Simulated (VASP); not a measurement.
## Zr: relaxation of cell and atoms with SCAN+D4+U

Crystal: Zr.

```xyz
1
Lattice="-1.8570 1.8570 1.8570 1.8570 -1.8570 1.8570 1.8570 1.8570 -1.8570" Properties=species:S:1:pos:R:3 pbc="T T T"
Zr    0.0000    0.0000    0.0000
```

This isn't the form of Zr at room conditions, which is hcp.

The cell isn't the ideal one: volume scaled by 1.08.

```
Program                : VASP 6.6.1
Task                   : relaxation of cell and atoms
Functional             : SCAN
Dispersion             : D4
Potentials or basis    : VASP PAW PBE potentials, release 64 (Zr_sv)
Cutoff                 : 600 eV
k mesh                 : 10 × 10 × 10
Occupations            : gaussian, width 0.05 eV
Spin                   : collinear spin, ferromagnetic start
Starting moments       : [0.5] μB
Hubbard terms          : Zr d U = 4 eV
Optimiser              : vasp
Further INCAR settings : ALGO = Normal; EDIFF = 1.00e-07; IBRION = 2; EDIFFG = -1.00e-02; NSW = 40; ISIF = 3
```

The relaxed volume is 26.09 Å³/atom. The relaxed cell is a = 3.236 Å, b = 3.236 Å, c = 3.236 Å, α = 109.47°, β = 109.47°, γ = 109.47°, the space group after relaxing (to 0.05 Å) is Im-3m (No. 229) and the energy gained by relaxing is 2.5 meV/atom. The ionic steps are 3, the pressure after relaxing is 0.0 GPa and the band gap on the k mesh is none (metal or under the smearing width). The net moment is 1.54 μB per cell. The site moments are Zr +0.84 μB, the valence electrons inside the program's atomic spheres are Zr 9.55 and the dispersion energy per atom is -0.048 eV.

Step by step:
| step | energy change (eV) | largest force (eV/Å) | pressure (GPa) | volume (Å³) |
| --- | --- | --- | --- | --- |
| 1 | 0.0000 | 0.0000 | 1.70 | 25.62 |
| 2 | 0.0007 | 0.0000 | -1.88 | 26.64 |
| 3 | -0.0025 | 0.0000 | -0.05 | 26.09 |

Final structure:
```
CELL_PARAMETERS angstrom
-1.86849 1.86849 1.86849
1.86849 -1.86849 1.86849
1.86849 1.86849 -1.86849
ATOMIC_POSITIONS crystal
Zr 0.00000 0.00000 0.00000
```

Levels at points of the mesh, in eV from the Fermi level:
Spin up:
| k point | band 3 | band 4 | band 5 | band 6 | band 7 | band 8 | band 9 | band 10 |
| --- | --- | --- | --- | --- | --- | --- | --- | --- |
| (0.00, 0.00, 0.00) | -28.53 | -28.53 | -6.37 | 0.31 | 0.31 | 0.31 | 3.77 | 3.77 |
| (0.50, 0.00, 0.00) | -28.76 | -28.53 | -3.31 | -1.31 | 0.25 | 3.37 | 4.37 | 5.19 |
| (0.50, 0.50, 0.50) | -29.03 | -29.03 | -2.24 | -2.24 | 4.58 | 4.58 | 4.58 | 5.59 |
Spin down:
```
           k point  band 2  band 3  band 4  band 5  band 6  band 7  band 8  band 9
(0.00, 0.00, 0.00)  -27.79  -27.79  -27.79   -5.36    3.06    3.06    3.06    4.29
(0.50, 0.00, 0.00)  -28.42  -27.98  -27.80   -1.80    1.06    1.24    4.65    5.17
(0.50, 0.50, 0.50)  -28.21  -28.21  -28.21   -1.71   -1.71    6.98    6.98    6.98
```

Eigenvalues of the final occupation matrices:
| site | spin | trace | eigenvalues |
| --- | --- | --- | --- |
| site 1 d | 1 | 1.09 | 0.13 0.13 0.28 0.28 0.28 |
| site 1 d | 2 | 0.30 | 0.03 0.03 0.03 0.11 0.11 |

It took 8.5 min on 1 thread of AMD EPYC 9R45 (Zen 5) (shared host), peak memory 0.17 GiB.

Caveat: the PAW data sets were made with another functional, which shifts forces and pressure a little; pairwise dispersion overbinds metals, which lowers pressure and volume; the U is typed as a test and isn't derived for this compound. The state reached can hang on the start; a lower one may exist.
